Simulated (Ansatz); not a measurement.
## SnO in Ansatz: the effect of target pressure

SnO:

```xyz
4
Lattice="3.8137 0.0000 0.0000 0.0000 3.8137 0.0000 0.0000 0.0000 4.8869" Properties=species:S:1:pos:R:3 pbc="T T T"
Sn    1.9068    0.0000    3.7367
Sn    0.0000    1.9068    1.1503
O     0.0000    0.0000    0.0000
O     1.9068    1.9068    0.0000
```

The cell is a database's computed one.

Alike in all runs:

```yaml
Program: Ansatz 0.2.0
Task: relaxation of cell and atoms
Functional: PBEsol
Potentials_or_basis: Ansatz PAW
Cutoff: "420 eV (not typed: the program's choice for these potentials)"
k_mesh: 7 × 7 × 6
Occupations: fermi-dirac, width 0.05 eV
Spin: no spin polarisation
```

Each run relaxes the cell or the atoms first.

| target pressure | relaxed volume (Å³/atom) |
| --- | --- |
| 0 GPa | 17.21 |
| 2 GPa | 16.33 |
| 5 GPa | 15.54 |
| 10 GPa | 14.59 |
| 20 GPa | ? |
| 30 GPa | 12.70 |

Q: What does the run with target pressure 20 GPa give?

A: Relaxed volume 13.45 Å³/atom.

Worked out: In Murnaghan's law V^(-B') rises as a straight line in P. The other rows fit best with B' = 5.8, V0 = 17.18 Å³/atom and B0 = 37 GPa, which gives 13.43 Å³/atom at 20 GPa, against the run's 13.45.

Caveats: the plane-wave basis is chosen anew once the cell has moved, so the energies of steps on either side of that aren't comparable; the PAW data sets come from PBE, with cores solved anew for the run's functional, which leaves a small shift of forces and pressure; the volume moved by over 15 % at a fixed basis, so the end points are rough (some runs).
